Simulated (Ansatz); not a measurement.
# Cu(111) / 1 layer Rh(111) / Cu(111): resistance against film thickness

Aim: what a thin film of another metal adds to the resistance, first Cu(111) / 1 layer Rh(111) / Cu(111).

Main program and level: Ansatz 0.2.0; Ansatz plane-wave DFT, PBE, PAW files; ballistic transport by layer matching (Landauer), zero bias; PAW set soft_1, in the first sound run; inputs show where later runs differ.

This is a report of a sequence of runs, with most program output left out.

### Step 1. The starting structure

The cell holds 9 atoms: 8 Cu and 1 Rh. Its edges and angles: a = 2.556 Å, b = 2.556 Å, c = 19.127 Å, α = 90.0°, β = 90.0°, γ = 120.0°. It derives from Cu and Rh. Regions: lead, 8 atoms (8 Cu); films, 1 atom (1 Rh). The structure is stacked along c, and the current runs across the ab planes.

Structure file:

```cif
data_structure
_symmetry_space_group_name_H-M 'P 1'
_symmetry_Int_Tables_number 1
_cell_length_a 2.5562
_cell_length_b 2.5562
_cell_length_c 19.1270
_cell_angle_alpha 90.000
_cell_angle_beta 90.000
_cell_angle_gamma 120.000
_cell_volume 108.23
loop_
_atom_site_label
_atom_site_type_symbol
_atom_site_fract_x
_atom_site_fract_y
_atom_site_fract_z
_atom_site_occupancy
Cu1 Cu 0.00000 0.00000 0.05456 1
Cu2 Cu 0.33333 0.66667 0.16368 1
Cu3 Cu 0.66667 0.33333 0.27279 1
Cu4 Cu 0.00000 0.00000 0.38191 1
Rh5 Rh 0.33333 0.66667 0.50000 1
Cu6 Cu 0.66667 0.33333 0.61809 1
Cu7 Cu 0.00000 0.00000 0.72721 1
Cu8 Cu 0.33333 0.66667 0.83632 1
Cu9 Cu 0.66667 0.33333 0.94544 1
```

### Step 2. With 1 layer

The film is laid into the lead at the lead's in-plane lattice, and the cell closes on the lead's own image. The mesh across the current, 32×32, is finer than the density's, because channels open and close sharply across the zone. Energies from -1 to 1 eV in steps of 0.036 eV cover the slope of the Fermi function at 300 K, so the program can form a conductance.

Contents of input.yaml:

```yaml
crystal:
  lattice:
    - [2.5561627297, 0.0, 0.0]
    - [-1.2780813649, 2.2137018601, 0.0]
    - [0.0, 0.0, 19.127005172]
  atoms:
    - { symbol: Cu, position: [0.0, 0.0, 0.0545589367] }
    - { symbol: Cu, position: [0.3333333333, 0.6666666667, 0.1636768101] }
    - { symbol: Cu, position: [0.6666666667, 0.3333333333, 0.2727946835] }
    - { symbol: Cu, position: [0.0, 0.0, 0.3819125569] }
    - { symbol: Rh, position: [0.3333333333, 0.6666666667, 0.5] }
    - { symbol: Cu, position: [0.6666666667, 0.3333333333, 0.6180874431] }
    - { symbol: Cu, position: [0.0, 0.0, 0.7272053165] }
    - { symbol: Cu, position: [0.3333333333, 0.6666666667, 0.8363231899] }
    - { symbol: Cu, position: [0.6666666667, 0.3333333333, 0.9454410633] }
kpoints:
  mp_grid: { grid: [17, 17, 2] }
hamiltonian:
  xc: pbe
  pseudopotentials: { kind: paw, azcp: { folder: soft_1 } }
scf:
  occupations: { method: fermi_dirac, width: 0.1 }
output:
  transmission: { leads: [[0, 1]], kmesh: [32, 32], e_range: [-1.0, 1.0], de: 0.036 }
  write_potential: true
  write_density: true
  volumetric_format: npy
  elf: true
```

Run with:

```
ansatz run input.yaml --threads 4 --pin off --max-ram 15360MiB --backend cpu --events-out ev --progress --plain --runs-dir out
```

Run time: 2.4 min. Hardware: 4 threads of Intel Xeon Platinum 8375C at 2.90GHz (Ice Lake), shared host; peak memory 0.99 GiB.

This step gave:

```
free energy                                                                : -59404.2448 eV
energy at zero smearing                                                    : -59404.1783 eV
Fermi energy                                                               : 17.07 eV
cell area                                                                  : 5.659 Å²
step of the lead's potential                                               : 7.4 meV
ballistic conductance of the lead                                          : 1.08e15 S/m²
estimated errors of the lead's conductance                                 : 0, 2.9, 0.1 % (band edges, k-mesh, distance from neutral)
lead conductance per cell                                                  : 0.7896 G₀
conductance of the junction                                                : 8.32e14 S/m²
junction conductance per cell                                              : 0.6078 G₀
estimated errors of the junction's conductance                             : 0.2, 0, 4.3, 2, 1 % (energy step, band edges, k-mesh, leads' steps, distance from neutral)
area resistance that the stack adds (contact term taken off, spin by spin) : 0.2766 fΩ m²
```

Per spin. The transmission, zone mean by energy, zero at the Fermi level:

energy (eV), transmission, zone mean and a bar from the least value:
```
   -1.000      0.451 
   -0.928      0.463 ##
   -0.856      0.476 ####
   -0.784      0.487 #####
   -0.712      0.499 #######
   -0.676      0.488 ######
   -0.604      0.504 ########
   -0.532      0.491 ######
   -0.460      0.499 #######
   -0.388      0.547 ##############
   -0.316      0.558 ################
   -0.244      0.574 ##################
   -0.172      0.589 #####################
   -0.100      0.596 ######################
   -0.064      0.602 ######################
   -0.028      0.579 ###################
    0.008      0.608 #######################
    0.080      0.644 #############################
    0.116      0.653 ##############################
    0.152      0.650 ##############################
    0.224      0.644 #############################
    0.296      0.633 ###########################
    0.368      0.610 ########################
    0.440      0.588 ####################
    0.512      0.600 ######################
    0.584      0.608 #######################
    0.620      0.609 #######################
    0.656      0.609 #######################
    0.692      0.605 #######################
    0.764      0.591 #####################
    0.836      0.566 #################
    0.908      0.562 #################
    0.980      0.561 ################
```

Per spin. Table of open channels, zone mean, lead by energy, zero at the Fermi level:

energy (eV), open channels, zone mean, lead and a bar from the least value:
```
   -1.000      0.647 
   -0.964      0.671 ###
   -0.892      0.671 ###
   -0.856      0.677 ####
   -0.784      0.688 ######
   -0.748      0.712 #########
   -0.676      0.724 ###########
   -0.640      0.724 ###########
   -0.568      0.735 #############
   -0.532      0.735 #############
   -0.460      0.741 #############
   -0.424      0.741 #############
   -0.352      0.765 #################
   -0.316      0.782 ###################
   -0.244      0.794 #####################
   -0.208      0.782 ###################
   -0.136      0.782 ###################
   -0.100      0.782 ###################
   -0.028      0.788 ####################
    0.008      0.788 ####################
    0.080      0.800 ######################
    0.116      0.812 #######################
    0.188      0.835 ###########################
    0.224      0.835 ###########################
    0.296      0.823 #########################
    0.332      0.823 #########################
    0.404      0.823 #########################
    0.440      0.817 ########################
    0.512      0.817 ########################
    0.548      0.829 ##########################
    0.620      0.829 ##########################
    0.656      0.817 ########################
    0.728      0.858 ##############################
    0.764      0.847 ############################
    0.836      0.847 ############################
    0.872      0.847 ############################
    0.944      0.847 ############################
    0.980      0.841 ############################
```

Transmission over k1 and k2. At 0.0080 eV from the Fermi level.

Ten even steps from '0' (0.00) to '9' (1.00), each cell a mean:
```
99994888888884999989000000000068
99999999999999999999000000000003
24999999999999999994200000000000
48999997854445879999862000000000
48999969988889999799997400000000
48999959989999988986999862000000
48999919986532356898389997300000
28999909993421123369945999850000
74999929991210000123997599992766
99999969992200000001279988999998
99999989986410000000247898999999
99999997898621000000023999699999
99995999859971100000021999499995
20000799993799432101232999099997
40000168999549965321245999099998
40000003789985998888898899399998
40000000268999879999999999699998
40000000004799999785333577999998
20000000000256999999999999999995
70000000000008999999999999999998
99300000000009999996888888896999
99960222222209999997355555551999
```
Columns: k1 (b1) from -0.5 to 0.469; rows upwards: k2 (b2) from -0.5 to 0.469.

Open channels over k1 and k2. At 0.0080 eV from the Fermi level.

Ten even steps from '0' (0.00) to '9' (1.00), each cell a mean:
```
99999999999999999999600000000669
99999999999999999999600000000009
99999999999999999999920000000000
99999999999999999999995000000000
99999999999999999999999810000000
99999999999999999999999994000000
99999999999999999999999999810000
99999999999999999999999999994404
99999999999992222999999999999979
99999999999990000069999999999999
99999999999990000003999999999999
99999999999999300000999999999999
99999999999999960000999999999999
97077999999999999999999999999999
90000499999999999999999999999999
90000018999999999999999999999999
90000000499999999999999999999999
90000000018999999999999999999999
90000000000599999999999999999999
97000000000099999999999999999999
99330000000039999999999999999999
99996666666699999999999999999999
```
Columns: k1 (b1) from -0.5 to 0.469; rows upwards: k2 (b2) from -0.5 to 0.469.

ELF in the ca plane at fractional y = 0.667, with atoms of Cu and Rh within 0.2 Å of it. It is the smooth field of the valence electrons, not physical close to the nuclei.

Ten even steps from '0' (0.15) to '9' (0.74), each cell a mean:
```
00000110011000001000001111111000000000001100
00000110011000001000001111111000001000001100
00001000001000001000001134311000001000001000
00011001000110011000011378741100001100010001
11121006400121111111111589951111111111220037
11121007400121111111111589961121111111220038
00011001000110011000011378741100001100010001
00001000001000001000001134411000001000001000
```
Columns run along c (16.0 Å, from fractional 0.02 to 0.86 of the cell), rows up along a (2.6 Å). Atoms in or near the plane, at fractional coordinates: Cu at (0.16, 0.33), Rh at (0.50, 0.33), Cu at (0.84, 0.33).

Electrostatic potential energy in the ca plane at fractional y = 0.667, with atoms of Cu and Rh within 0.2 Å of it. With pseudopotentials it is smooth inside the atoms' cores, unlike the true potential.

Values in eV, 5 rows by 16 columns, each cell a mean:
```
 -1  12  16  17   4   7   6   4  17  13  17  -3  14  -2  13  16
  7  14   5  11   9  11  11  11  10  -5  16   5  16   7  15   4
 17  16 -30 -11  17  18  18  18 -10 -44  11  17  19  17  15 -34
 18  16 -35 -15  18  19  18  18 -13 -47  10  18  19  18  15 -40
 11  15  -5   5  13  15  14  13   5 -19  15  11  17  10  15  -7
```
Columns run along c (16.0 Å, from fractional 0.02 to 0.86 of the cell; values clipped at the 3rd and 97th percentile), rows up along a (2.6 Å). Atoms in or near the plane, at fractional coordinates: Cu at (0.16, 0.33), Rh at (0.50, 0.33), Cu at (0.84, 0.33).

Valence density in the ca plane at fractional y = 0.667, with atoms of Cu and Rh within 0.2 Å of it. It is the smooth field of the valence electrons, not physical close to the nuclei.

Ten steps, logarithmic in the rise over the least value, from '0' (0 e/Å³) to '9' (47 e/Å³), each cell a mean:
```
12210000000012200022100011100012210012200000
12210000000012200022100011100012210012100000
01100012100011100011100123210011100011100012
00000146620000000000000255530000000000000256
00000169841000000000001367641000000000000489
00000169841000000000001367641000000000000489
00000146620000000000000255530000000000000256
01100012210001100011100123310001100011100022
```
Columns run along c (16.0 Å, from fractional 0.02 to 0.86 of the cell), rows up along a (2.6 Å). Atoms in or near the plane, at fractional coordinates: Cu at (0.16, 0.33), Rh at (0.50, 0.33), Cu at (0.84, 0.33).

The lead's potential steps by 7.4 meV from period to period, small in itself. The program estimates the junction's conductance to 4.3 % from the k-mesh, 1 % from the leads' distance from neutral and 2 % from their steps.

By hand: 1/G − 1/G_lead = 1/0.8323 − 1/1.081 = 0.277 fΩ m² with G in 10¹⁵ S/m².

### Step 3. With 3 layers, k-mesh 17×17×1, film layers 3

The stack now holds 3 film layers; the k-mesh follows the cell, and the energies span -0.27 to 0.27 eV.

System of this step: Cu(111) / 3 layers Rh(111) / Cu(111). The cell holds 12 atoms: 9 Cu and 3 Rh. Cell: a = 2.556 Å, b = 2.556 Å, c = 26.075 Å, α = 90.0°, β = 90.0°, γ = 120.0°. It derives from Cu and Rh. Regions: lead, 9 atoms (9 Cu); films, 3 atoms (3 Rh). The structure is stacked along c, and the current runs across the ab planes.

Contents of input.yaml:

```yaml
crystal:
  lattice:
    - [2.5561627297, 0.0, 0.0]
    - [-1.2780813649, 2.2137018601, 0.0]
    - [0.0, 0.0, 26.0745435793]
  atoms:
    - { symbol: Cu, position: [0.0, 0.0, 0.0400217577] }
    - { symbol: Cu, position: [0.3333333333, 0.6666666667, 0.120065273] }
    - { symbol: Cu, position: [0.6666666667, 0.3333333333, 0.2001087884] }
    - { symbol: Cu, position: [0.0, 0.0, 0.2801523037] }
    - { symbol: Rh, position: [0.3333333333, 0.6666666667, 0.366775455] }
    - { symbol: Rh, position: [0.6666666667, 0.3333333333, 0.4599782423] }
    - { symbol: Rh, position: [0.0, 0.0, 0.5531810296] }
    - { symbol: Cu, position: [0.3333333333, 0.6666666667, 0.6398041809] }
    - { symbol: Cu, position: [0.6666666667, 0.3333333333, 0.7198476963] }
    - { symbol: Cu, position: [0.0, 0.0, 0.7998912116] }
    - { symbol: Cu, position: [0.3333333333, 0.6666666667, 0.879934727] }
    - { symbol: Cu, position: [0.6666666667, 0.3333333333, 0.9599782423] }
kpoints:
  mp_grid: { grid: [17, 17, 1] }
hamiltonian:
  xc: pbe
  pseudopotentials: { kind: paw, azcp: { folder: soft_1 } }
scf:
  occupations: { method: fermi_dirac, width: 0.1 }
output:
  transmission:
    leads: [[0, 1]]
    kmesh: [32, 32]
    e_range: [-0.27, 0.27]
    de: 0.036
  write_potential: true
  write_density: true
  volumetric_format: npy
```

The job ended after 1.8 min (4 threads; peak memory 1.1 GiB; 3.3 min of CPU time).

Numbers from this step:

```
free energy                                                                : -78834.7996 eV
energy at zero smearing                                                    : -78834.6776 eV
Fermi energy                                                               : 18.01 eV
step of the lead's potential                                               : 5.2 meV
lead conductance per cell                                                  : 0.7898 G₀
conductance of the junction                                                : 8.55e14 S/m²
junction conductance per cell                                              : 0.6244 G₀
estimated errors of the junction's conductance                             : 0.2, 0, 2.3, 1.4, 0.7 % (energy step, band edges, k-mesh, leads' steps, distance from neutral)
area resistance that the stack adds (contact term taken off, spin by spin) : 0.2449 fΩ m²
```

Per spin. Transmission, zone mean against energy, zero at the Fermi level:

| energy (eV) | transmission, zone mean |
| --- | --- |
| -0.270 | 0.571 |
| -0.234 | 0.561 |
| -0.198 | 0.575 |
| -0.162 | 0.568 |
| -0.126 | 0.586 |
| -0.090 | 0.595 |
| -0.054 | 0.617 |
| -0.018 | 0.621 |
| 0.018 | 0.623 |
| 0.054 | 0.635 |
| 0.090 | 0.629 |
| 0.126 | 0.621 |
| 0.162 | 0.626 |
| 0.198 | 0.594 |
| 0.234 | 0.582 |
| 0.270 | 0.568 |

The conductance of the junction is 8.5e14 S/m², 2.7 % over the 8.3e14 S/m² of the last finished run, within the error estimates, leads' steps apart, of 4.3 and 2.3 %.

### Step 4. With 5 layers, k-mesh 17×17×1, film layers 5

The stack now holds 5 film layers; the k-mesh follows the cell, and the energies span -0.27 to 0.27 eV.

System of this step: Cu(111) / 5 layers Rh(111) / Cu(111). The cell holds 15 atoms: 10 Cu and 5 Rh. Cell: a = 2.556 Å, b = 2.556 Å, c = 33.022 Å, α = 90.0°, β = 90.0°, γ = 120.0°. It derives from Cu and Rh. Regions: lead, 10 atoms (10 Cu); films, 5 atoms (5 Rh). The structure is stacked along c, and the current runs across the ab planes.

input.yaml, the sections that differ from step 3:

```yaml
crystal:
  lattice:
    - [2.5561627297, 0.0, 0.0]
    - [-1.2780813649, 2.2137018601, 0.0]
    - [0.0, 0.0, 33.0220819866]
  atoms:
    - { symbol: Cu, position: [0.0, 0.0, 0.0316015527] }
    - { symbol: Cu, position: [0.3333333333, 0.6666666667, 0.0948046581] }
    - { symbol: Cu, position: [0.6666666667, 0.3333333333, 0.1580077636] }
    - { symbol: Cu, position: [0.0, 0.0, 0.221210869] }
    - { symbol: Rh, position: [0.3333333333, 0.6666666667, 0.2896093163] }
    - { symbol: Rh, position: [0.6666666667, 0.3333333333, 0.3632031054] }
    - { symbol: Rh, position: [0.0, 0.0, 0.4367968946] }
    - { symbol: Rh, position: [0.3333333333, 0.6666666667, 0.5103906837] }
    - { symbol: Rh, position: [0.6666666667, 0.3333333333, 0.5839844729] }
    - { symbol: Cu, position: [0.0, 0.0, 0.6523829202] }
    - { symbol: Cu, position: [0.3333333333, 0.6666666667, 0.7155860256] }
    - { symbol: Cu, position: [0.6666666667, 0.3333333333, 0.778789131] }
    - { symbol: Cu, position: [0.0, 0.0, 0.8419922364] }
    - { symbol: Cu, position: [0.3333333333, 0.6666666667, 0.9051953419] }
    - { symbol: Cu, position: [0.6666666667, 0.3333333333, 0.9683984473] }
# kpoints, hamiltonian, scf, output: as in step 3
```

Wall time 85 s (4 threads); peak memory 1.4 GiB.

Numbers from this step:

* free energy: -98265.3766 eV
* energy at zero smearing: -98265.1938 eV
* Fermi energy: 18.54 eV
* step of the lead's potential: 3 meV
* estimated errors of the lead's conductance: 0, 2.9, 0 % (band edges, k-mesh, distance from neutral)
* lead conductance per cell: 0.7890 G₀
* conductance of the junction: 8.72e14 S/m²
* junction conductance per cell: 0.6370 G₀
* estimated errors of the junction's conductance: 0.1, 0, 3.9, 1.2, 0.3 % (energy step, band edges, k-mesh, leads' steps, distance from neutral)
* area resistance that the stack adds (contact term taken off, spin by spin): 0.2207 fΩ m²

Per spin. Table of transmission, zone mean by energy, zero at the Fermi level:

| energy (eV) | transmission, zone mean |
| --- | --- |
| -0.270 | 0.601 |
| -0.234 | 0.590 |
| -0.198 | 0.619 |
| -0.162 | 0.626 |
| -0.126 | 0.651 |
| -0.090 | 0.645 |
| -0.054 | 0.646 |
| -0.018 | 0.649 |
| 0.018 | 0.627 |
| 0.054 | 0.623 |
| 0.090 | 0.613 |
| 0.126 | 0.597 |
| 0.162 | 0.581 |
| 0.198 | 0.586 |
| 0.234 | 0.590 |
| 0.270 | 0.598 |

The conductance of the junction is 8.7e14 S/m², 2.0 % over the 8.5e14 S/m² of the last finished run, within the error estimates, leads' steps apart, of 2.3 and 3.9 %.

(Continued in part 2 of 2.)

[Logs are printed without paths, hosts, clocks, repeated set-up lines and the standing remarks that a program may print on its own settings, such as how far it seeks lower states.]

[Hosts, paths, dates, database ids (printed as entryN), source tags and the programs' standing remarks are cut or masked in the printed files.]
